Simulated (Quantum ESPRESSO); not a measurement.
# blue phosphorene, 1 layer, stepped through biaxial strain, part 3 of 5

Aim: how the results for blue phosphorene, 1 layer change with biaxial strain.

Quantum ESPRESSO 7.5; plane-wave DFT, PBE, GBRV ultrasoft pseudopotentials.

So far. Step 2 (Relaxing cell and ions of the reference):  The last row is no step: it is a fresh SCF in the final cell with a new plane-wave basis, +0 meV from the row before. Step 3 (Relaxing the ions, -4 %): The relaxation lowers the energy by 4 meV an atom.

**5. Electrostatic potential, -4 %**

plot_num = 11 writes the bare and Hartree potential, from which vacuum levels or, in a crystal, the mean potential are read.

Input file m0.pot.in:

```
&inputpp
  prefix = 'm0.scf'
  outdir = './out'
  filplot = 'm0.pot.dat'
  plot_num = 11
/
```

The run is started by

```
$ OMP_NUM_THREADS=1 mpirun -n 4 pp.x -in m0.pot.in > m0.pot.out
```

Log:

```text
[banner, memory and clock lines left out]
Program POST-PROC v.7.5 starts

          URL

     ./out/m0.scf.save/

     IMPORTANT: XC functional enforced from input :
     Exchange-correlation= PBE
                           (   1   4   3   4   0   0   0)
     Any further DFT definition will be discarded
     Please, verify this is what you really want

     negative rho (up, down):  1.562E-04 0.000E+00

     Calling punch_plot, plot_num =  11
     Writing data to file  m0.pot.dat
     Message from routine chdens:
     namelist plot not found or invalid, exiting
```

The job ended after 0.77 s (4 MPI ranks of Arm Neoverse V1, shared host; peak memory 0.09 GiB; 2.8 s of CPU time).

Numbers from this step:

- slope of the potential above: 8.69e-5 eV/Å
- upper vacuum line continued to the top atoms, over the valence top: 5.665 eV
- slope of the potential below: -6.57e-5 eV/Å
- lower vacuum line continued to the bottom atoms, over the valence top: 5.665 eV
- vacuum level at the upper face over the valence top of the mesh: 5.665 eV
- vacuum level at the lower face over the valence top of the mesh: 5.665 eV

Electrostatic potential energy of an electron; zero at the highest filled level of the SCF mesh. Table of potential energy, planar mean by z:

z (Å), potential energy, planar mean (eV) and a bar from the least value:
```
        0        5.7 ##############################
        1        5.7 ##############################
        2        5.7 ##############################
        3        5.7 ##############################
        4        5.7 ##############################
        5        5.6 ##############################
        6        4.9 #############################
        7       -6.0 ##########
        8       -9.7 ###
        9      -11.7 
       10        4.2 ###########################
       11        5.6 ##############################
       12        5.7 ##############################
       13        5.7 ##############################
       14        5.7 ##############################
       15        5.7 ##############################
       16        5.7 ##############################
```

**6. Band structure, -4 %**

Bands along a path place the edges.

Input file m0.bands.in:

```
&control
  prefix = 'm0.bands'
  outdir = './out'
  pseudo_dir = './pseudo'
  calculation = 'bands'
/
&system
  ibrav = 0
  nat = 2
  ntyp = 1
  ecutwfc = 40
  ecutrho = 200
  occupations = 'smearing'
  smearing = 'fd'
  degauss = 0.002
  nbnd = 11
/
&electrons
  conv_thr = 1e-07
  mixing_beta = 0.4
  electron_maxstep = 120
  mixing_mode = 'plain'
/
ATOMIC_SPECIES
  P   30.9738  p_pbe_v1.5.uspp.F.UPF
CELL_PARAMETERS angstrom
  3.14889525312000 0.00000000000000 0.00000000000000
  -1.57444762656000 2.72702328288000 0.00000000000000
  0.00000000000000 0.00000000000000 16.24000000000000
ATOMIC_POSITIONS crystal
  P   0.666666666700 0.333333333300 0.460869501100
  P   0.333333333300 0.666666666700 0.539130498900
K_POINTS crystal_b
4
  0.0000000000 0.0000000000 0.0000000000 12
  0.5000000000 0.0000000000 0.0000000000 12
  0.3333333333 0.3333333333 0.0000000000 12
  0.0000000000 0.0000000000 0.0000000000 1
```

The run is started by

```
$ cp -r out/m0.scf.save out/m0.bands.save
$ cp out/m0.scf.xml out/m0.bands.xml
$ OMP_NUM_THREADS=1 mpirun -n 4 pw.x -nk 4 -in m0.bands.in > m0.bands.out
```

Log:

```text
[banner, memory and clock lines left out]
Program PWSCF v.7.5 starts

          URL

     Atomic positions and unit cell read from directory:
     ./out/m0.bands.save/

     Message from routine setup:
     using ibrav=0 with symmetry is DISCOURAGED, use correct ibrav instead

     G-vector sticks info

     bravais-lattice index     =            0
     lattice parameter (alat)  =       5.9505  a.u.
     unit-cell volume          =     941.0868 (a.u.)^3
     number of atoms/cell      =            2
     number of atomic types    =            1
     number of electrons       =        10.00
     number of Kohn-Sham states=           11
     kinetic-energy cutoff     =      40.0000  Ry
     charge density cutoff     =     200.0000  Ry
     Exchange-correlation=  SLA  PW   PBX  PBC
                           (   1   4   3   4   0   0   0)

     celldm(1)=   5.950550  celldm(2)=   0.000000  celldm(3)=   0.000000
     celldm(4)=   0.000000  celldm(5)=   0.000000  celldm(6)=   0.000000

     crystal axes: (cart. coord. in units of alat)
               a(1) = (   1.000000   0.000000   0.000000 )
               a(2) = (  -0.500000   0.866025   0.000000 )
               a(3) = (   0.000000   0.000000   5.157364 )

     reciprocal axes: (cart. coord. in units 2 pi/alat)
               b(1) = (  1.000000  0.577350 -0.000000 )
               b(2) = (  0.000000  1.154701  0.000000 )
               b(3) = (  0.000000 -0.000000  0.193897 )

     PseudoPot. # 1 for P  read from file:
     ./pseudo/p_pbe_v1.5.uspp.F.UPF
     Pseudo is Ultrasoft + core correction, Zval =  5.0
     Generated by new atomic code, or converted to UPF format
     Using radial grid of  903 points,  6 beta functions with:
                l(1) =   0
                l(2) =   0
                l(3) =   1
                l(4) =   1
                l(5) =   2
                l(6) =   2
     Q(r) pseudized with  8 coefficients,  rinner =    1.300   1.300   1.300
                                                       1.300   1.300

     atomic species   valence    mass     pseudopotential
     P                 5.00    30.97380     P ( 1.00)

     12 Sym. Ops., with inversion, found

   Cartesian axes

     site n.     atom                  positions (alat units)
         1        P      tau(   1) = (   0.5000000   0.2886751   2.3768719  )
         2        P      tau(   2) = (  -0.0000000   0.5773503   2.7804924  )

     number of k points=    37  Fermi-Dirac smearing, width (Ry)=  0.0020
                       cart. coord. in units 2pi/alat
        k(    1) = (   0.0000000   0.0000000   0.0000000), wk =   0.0540541
        k(    2) = (   0.0416667   0.0240563   0.0000000), wk =   0.0540541
        k(    3) = (   0.0833333   0.0481125   0.0000000), wk =   0.0540541
        k(    4) = (   0.1250000   0.0721688   0.0000000), wk =   0.0540541
        k(    5) = (   0.1666667   0.0962250   0.0000000), wk =   0.0540541
        k(    6) = (   0.2083333   0.1202813   0.0000000), wk =   0.0540541
        k(    7) = (   0.2500000   0.1443376   0.0000000), wk =   0.0540541
        k(    8) = (   0.2916667   0.1683938   0.0000000), wk =   0.0540541
        k(    9) = (   0.3333333   0.1924501   0.0000000), wk =   0.0540541
        k(   10) = (   0.3750000   0.2165064   0.0000000), wk =   0.0540541
        k(   11) = (   0.4166667   0.2405626   0.0000000), wk =   0.0540541
        k(   12) = (   0.4583333   0.2646189   0.0000000), wk =   0.0540541
        k(   13) = (   0.5000000   0.2886751   0.0000000), wk =   0.0540541
        k(   14) = (   0.4861111   0.3127314   0.0000000), wk =   0.0540541
        k(   15) = (   0.4722222   0.3367877   0.0000000), wk =   0.0540541
        k(   16) = (   0.4583333   0.3608439   0.0000000), wk =   0.0540541
        k(   17) = (   0.4444444   0.3849002   0.0000000), wk =   0.0540541
        k(   18) = (   0.4305556   0.4089564   0.0000000), wk =   0.0540541
        k(   19) = (   0.4166667   0.4330127   0.0000000), wk =   0.0540541
        k(   20) = (   0.4027778   0.4570690   0.0000000), wk =   0.0540541
        k(   21) = (   0.3888889   0.4811252   0.0000000), wk =   0.0540541
        k(   22) = (   0.3750000   0.5051815   0.0000000), wk =   0.0540541
        k(   23) = (   0.3611111   0.5292377   0.0000000), wk =   0.0540541
        k(   24) = (   0.3472222   0.5532940   0.0000000), wk =   0.0540541
        k(   25) = (   0.3333333   0.5773503   0.0000000), wk =   0.0540541
        k(   26) = (   0.3055556   0.5292377   0.0000000), wk =   0.0540541
        k(   27) = (   0.2777778   0.4811252   0.0000000), wk =   0.0540541
        k(   28) = (   0.2500000   0.4330127   0.0000000), wk =   0.0540541
        k(   29) = (   0.2222222   0.3849002   0.0000000), wk =   0.0540541
        k(   30) = (   0.1944444   0.3367877   0.0000000), wk =   0.0540541
        k(   31) = (   0.1666667   0.2886751   0.0000000), wk =   0.0540541
        k(   32) = (   0.1388889   0.2405626   0.0000000), wk =   0.0540541
        k(   33) = (   0.1111111   0.1924501   0.0000000), wk =   0.0540541
        k(   34) = (   0.0833333   0.1443376   0.0000000), wk =   0.0540541
        k(   35) = (   0.0555556   0.0962250   0.0000000), wk =   0.0540541
        k(   36) = (   0.0277778   0.0481125   0.0000000), wk =   0.0540541
        k(   37) = (   0.0000000   0.0000000   0.0000000), wk =   0.0540541

     Dense  grid:    45133 G-vectors     FFT dimensions: (  27,  27, 144)

     Smooth grid:    32025 G-vectors     FFT dimensions: (  24,  24, 125)

     The potential is recalculated from file :
     ./out/m0.bands.save/charge-density

     negative rho (up, down):  1.562E-04 0.000E+00
     Starting wfcs are    8 randomized atomic wfcs +    3 random wfcs

     Band Structure Calculation
     Davidson diagonalization with overlap

     ethr =  1.00E-09,  avg # of iterations = 73.9

     End of band structure calculation

          k = 0.0000 0.0000 0.0000 (  3955 PWs)   bands (ev):

   -17.4635  -9.6232  -3.6082  -2.3269  -2.3269   1.6747   1.6747   2.2254
     2.4534   2.8981   4.1611

          k = 0.0417 0.0241 0.0000 (  3973 PWs)   bands (ev):

   -17.4326  -9.5976  -3.5868  -2.6083  -2.4084   1.6144   1.7752   2.3628
     2.5863   2.9311   4.1885

          k = 0.0833 0.0481 0.0000 (  3971 PWs)   bands (ev):

   -17.3398  -9.5221  -3.5241  -3.3002  -2.6259   1.3853   2.0409   2.5137
     3.0218   3.1525   4.2678

          k = 0.1250 0.0722 0.0000 (  3965 PWs)   bands (ev):

   -17.1857  -9.4011  -4.1806  -3.4230  -2.9234   1.0327   2.3882   2.6928
     3.1736   3.7605   4.4203

          k = 0.1667 0.0962 0.0000 (  3993 PWs)   bands (ev):

   -16.9708  -9.2451  -5.1158  -3.2944  -3.2515   0.6214   2.7233   2.9340
     3.3083   3.8299   4.7392

          k = 0.2083 0.1203 0.0000 (  3986 PWs)   bands (ev):

   -16.6964  -9.0808  -6.0236  -3.5773  -3.1545   0.1974   2.9687   3.0085
     3.2509   3.8686   5.0284

          k = 0.2500 0.1443 0.0000 (  4002 PWs)   bands (ev):

   -16.3642  -8.9858  -6.7984  -3.8808  -3.0356  -0.1987   2.3977   3.0925
     3.6209   4.1771   5.2673

          k = 0.2917 0.1684 0.0000 (  4000 PWs)   bands (ev):

   -15.9773  -9.1526  -7.2325  -4.1497  -2.9948  -0.5152   1.7962   3.1143
     4.0538   4.5384   5.3099

          k = 0.3333 0.1925 0.0000 (  4000 PWs)   bands (ev):

   -15.5408  -9.6879  -7.2107  -4.3766  -3.1048  -0.6890   1.2937   3.0766
     4.4428   4.7388   5.3691

          k = 0.3750 0.2165 0.0000 (  4000 PWs)   bands (ev):

   -15.0650 -10.3888  -6.9314  -4.5568  -3.3906  -0.7035   0.9206   3.0167
     4.2048   5.2017   5.8334

          k = 0.4167 0.2406 0.0000 (  4012 PWs)   bands (ev):

   -14.5742 -11.0847  -6.5616  -4.6873  -3.7860  -0.6257   0.6849   2.9598
     3.8206   5.8313   6.4394

          k = 0.4583 0.2646 0.0000 (  4014 PWs)   bands (ev):

   -14.1356 -11.6575  -6.2123  -4.7662  -4.1665  -0.5462   0.5736   2.9206
     3.5314   6.5258   7.0935

          k = 0.5000 0.2887 0.0000 (  4016 PWs)   bands (ev):

   -13.9321 -11.9072  -6.0502  -4.7926  -4.3418  -0.5162   0.5461   2.9068
     3.4235   7.1840   7.3046

          k = 0.4861 0.3127 0.0000 (  4022 PWs)   bands (ev):

   -13.9216 -11.9035  -6.0555  -4.8726  -4.3373  -0.4041   0.5383   2.8627
     3.4359   7.1943   7.3324

          k = 0.4722 0.3368 0.0000 (  4028 PWs)   bands (ev):

   -13.8902 -11.8931  -6.0816  -5.0755  -4.3241  -0.0953   0.5123   2.7432
     3.4740   7.2248   7.4062

          k = 0.4583 0.3608 0.0000 (  4032 PWs)   bands (ev):

   -13.8379 -11.8774  -6.1685  -5.3058  -4.3033   0.3517   0.4601   2.5809
     3.5407   7.2736   7.5066

          k = 0.4444 0.3849 0.0000 (  4022 PWs)   bands (ev):

   -13.7647 -11.8588  -6.3788  -5.4498  -4.2772   0.3704   0.8790   2.4162
     3.6423   7.3346   7.6206

          k = 0.4306 0.4090 0.0000 (  4044 PWs)   bands (ev):

   -13.6707 -11.8416  -6.7065  -5.4767  -4.2490   0.2333   1.4364   2.2857
     3.7922   7.3810   7.7460

          k = 0.4167 0.4330 0.0000 (  4056 PWs)   bands (ev):

   -13.5560 -11.8316  -7.0819  -5.4307  -4.2234   0.0491   1.9708   2.2118
     4.0161   7.2814   7.7785

          k = 0.4028 0.4571 0.0000 (  4064 PWs)   bands (ev):

   -13.4207 -11.8369  -7.4533  -5.3436  -4.2070  -0.1676   2.1995   2.4212
     4.3514   6.9678   7.8375

          k = 0.3889 0.4811 0.0000 (  4060 PWs)   bands (ev):

   -13.2650 -11.8678  -7.7895  -5.2289  -4.2086  -0.3922   2.2418   2.7383
     4.8181   6.6285   7.9810

          k = 0.3750 0.5052 0.0000 (  4052 PWs)   bands (ev):

   -13.0890 -11.9360  -8.0684  -5.0929  -4.2386  -0.5982   2.3285   2.9151
     5.3625   6.3802   8.1620

          k = 0.3611 0.5292 0.0000 (  4060 PWs)   bands (ev):

   -12.8931 -12.0520  -8.2738  -4.9391  -4.3076  -0.7616   2.4504   2.9691
     5.7171   6.4814   8.3698

          k = 0.3472 0.5533 0.0000 (  4076 PWs)   bands (ev):

   -12.6775 -12.2215  -8.3966  -4.7700  -4.4234  -0.8650   2.6002   2.9158
     5.7158   7.0776   8.1818

          k = 0.3333 0.5774 0.0000 (  4080 PWs)   bands (ev):

   -12.4425 -12.4425  -8.4362  -4.5879  -4.5879  -0.8999   2.7722   2.7722
     5.6911   7.7078   7.8792

          k = 0.3056 0.5292 0.0000 (  4078 PWs)   bands (ev):

   -13.0024 -11.9169  -8.2982  -5.0387  -4.1951  -0.7707   2.3132   3.1612
     5.7609   7.0057   7.2326

          k = 0.2778 0.4811 0.0000 (  4054 PWs)   bands (ev):

   -13.6435 -11.3223  -7.9421  -5.5801  -3.7864  -0.4290   1.7865   3.5668
     5.6477   6.6377   6.6617

          k = 0.2500 0.4330 0.0000 (  4032 PWs)   bands (ev):

   -14.2963 -10.6712  -7.4372  -6.1293  -3.4019   0.0576   1.3249   3.8983
     5.1575   6.0665   6.3308

          k = 0.2222 0.3849 0.0000 (  4018 PWs)   bands (ev):

   -14.9205  -9.9923  -6.8276  -6.6142  -3.0990   0.6348   1.0145   4.0185
     4.6469   5.3363   5.9205

          k = 0.1944 0.3368 0.0000 (  4016 PWs)   bands (ev):

   -15.4940  -9.3642  -6.9333  -6.1436  -2.9373   0.9051   1.2449   3.9159
     4.2425   4.6615   5.2834

          k = 0.1667 0.2887 0.0000 (  4012 PWs)   bands (ev):

   -16.0042  -8.9797  -6.8835  -5.4122  -2.9338   0.9753   1.7901   3.7775
     3.9822   4.0923   4.7538

          k = 0.1389 0.2406 0.0000 (  4006 PWs)   bands (ev):

   -16.4437  -8.9666  -6.3355  -4.6637  -3.0448   1.1265   2.1043   3.5156
     3.8067   3.9407   4.4446

          k = 0.1111 0.1925 0.0000 (  3996 PWs)   bands (ev):

   -16.8078  -9.1376  -5.4835  -3.9376  -3.2051   1.2678   2.1317   3.1202
     3.5533   4.1775   4.4447

          k = 0.0833 0.1443 0.0000 (  3986 PWs)   bands (ev):

   -17.0934  -9.3316  -4.5098  -3.3704  -3.2806   1.3867   2.0249   2.8006
     3.2830   4.0960   4.4217

          k = 0.0556 0.0962 0.0000 (  3980 PWs)   bands (ev):

   -17.2987  -9.4892  -3.5264  -3.4966  -2.7674   1.5087   1.8960   2.5661
     3.0724   3.4026   4.2981

          k = 0.0278 0.0481 0.0000 (  3978 PWs)   bands (ev):

   -17.4223  -9.5892  -3.5797  -2.6915  -2.4388   1.6239   1.7691   2.3912
     2.6507   2.9420   4.1975

          k = 0.0000 0.0000 0.0000 (  3955 PWs)   bands (ev):

   -17.4635  -9.6232  -3.6082  -2.3269  -2.3269   1.6747   1.6747   2.2254
     2.4534   2.8981   4.1611

     XML data file, pseudopotentials, collected wavefunctions

                                        0.00s GPU  (     725 calls)
```

Run time: 12 s. Hardware: 4 MPI ranks; peak memory 0.24 GiB.

Band numbers count within the set of bands kept for display. Electronic bands along the path, in eV, zero at the highest filled level of the SCF mesh; v1 is the highest filled band, c1 the lowest empty one:

| point | v4 | v3 | v2 | v1 | c1 | c2 | c3 | c4 |
| --- | --- | --- | --- | --- | --- | --- | --- | --- |
| Γ | -7.30 | -1.28 | 0.00 | 0.00 | 4.00 | 4.00 | 4.55 | 4.78 |
| halfway | -6.66 | -4.47 | -1.55 | -0.71 | 2.13 | 4.72 | 5.42 | 5.95 |
| M | -9.58 | -3.72 | -2.47 | -2.02 | 1.81 | 2.87 | 5.23 | 5.75 |
| halfway | -9.50 | -4.76 | -3.10 | -1.90 | 2.38 | 4.30 | 4.54 | 6.34 |
| K | -10.12 | -6.11 | -2.26 | -2.26 | 1.43 | 5.10 | 5.10 | 8.02 |
| halfway | -6.65 | -4.56 | -3.09 | -0.61 | 3.30 | 4.12 | 6.10 | 6.31 |
| Γ | -7.30 | -1.28 | 0.00 | 0.00 | 4.00 | 4.00 | 4.55 | 4.78 |

The electronic bands as a text plot (rows in eV, shown from -8.0 to 6.5 only):

```
    6.2 |+   +++++++++   ++      +++        ++++++++++++  ++    +
    5.6 |   +++++++++++++++++++++      +  ++          ++++++++
    5.0 |++++++++ ++       +++++++  ++++++                +++++++
    4.4 |++++       ++            +++++   ++++      +++++++++++++
    3.8 |++++         ++          +           ++  ++    +++++++++
    3.2 |    ++++       ++++++   +              ++++++++
    2.6 |        +            ++++++          ++
    2.0 |         ++++   +++++++    +++     ++
    1.4 |             +++              +++++
    0.8 |
    0.1 |***                                                  ***
   -0.5 | *****   ****                            ******    ****
   -1.1 |*********    ***                     ****      *********
   -1.7 |    **   ****   ****    ******   ****          **
   -2.3 |             ***********      ***            **  **
   -2.9 |      **              *********  **        **  **
   -3.5 |        *           ***            **
   -4.1 |                ****   **            ******  **
   -4.7 |         *******         **            ******
   -5.3 |                           **        **
   -5.9 |                             ********
   -6.5 |        ***                                ****
   -7.1 |********   ****                          **    *********
   -7.7 |                                       **
         Γ                   M           K                      Γ
```

Along this path the valence top lies at Γ and the conduction bottom at K.

(Continued in part 4 of 5.)

[Logs are printed without paths, hosts, clocks, repeated set-up lines and the standing remarks that a program may print on its own settings, such as how far it seeks lower states.]

[Hosts, paths, dates, database ids (printed as entryN), source tags and the programs' standing remarks are cut or masked in the printed files.]

[Maps of the electrostatic potential energy from Ansatz leave out the sawtooth potential of an applied field or a dipole correction, so their vacuum need not be flat; planar profiles and work functions include it.]
